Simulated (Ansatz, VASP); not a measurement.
**One calculation of SnO2 (kk07), two programs**

```
Sn O
1.0
     4.73735    0.00000    0.00000
     0.00000    4.73735    0.00000
     0.00000    0.00000    3.18640
Sn O
2 4
Cartesian
  0.0000 0.0000 0.0000
  2.3687 2.3687 1.5932
  1.4478 1.4478 0.0000
  0.9208 3.8165 1.5932
  3.2895 3.2895 0.0000
  3.8165 0.9208 1.5932
```

Alike in both runs: task single point; functional LDA; k mesh 4 × 4 × 6; occupations gaussian, width 0.1 eV; no spin polarisation.

|  | VASP | Ansatz |
| --- | --- | --- |
| version | VASP 6.6.1 | Ansatz 0.2.0 |
| potentials or method | VASP PAW LDA potentials, release 64 (Sn_d, O) | scalar-relativistic, plane waves, PAW |
| plane-wave cutoff (eV) | 520 | 420 |
| valence electrons in the cell | 52 | 52 |

```csv
,VASP,Ansatz,Ansatz less VASP
gap on the k mesh at the Fermi level (eV),1.14,1.11,-0.029
least direct gap on the mesh (eV),1.14,1.11,-0.029
pressure (GPa),0.0,-1.3,-1.37
largest component of the traceless stress (GPa),0.67,0.31,-0.363
rms of the force components (eV/Å),0.023,0.036,+0.0129
```

Atom by atom the forces differ by 0.013 eV/Å (rms over components). Ansatz warned: «pseudo_functional_mismatch».

Caveats: spin-orbit coupling is left out, which moves the levels of the heavy elements.
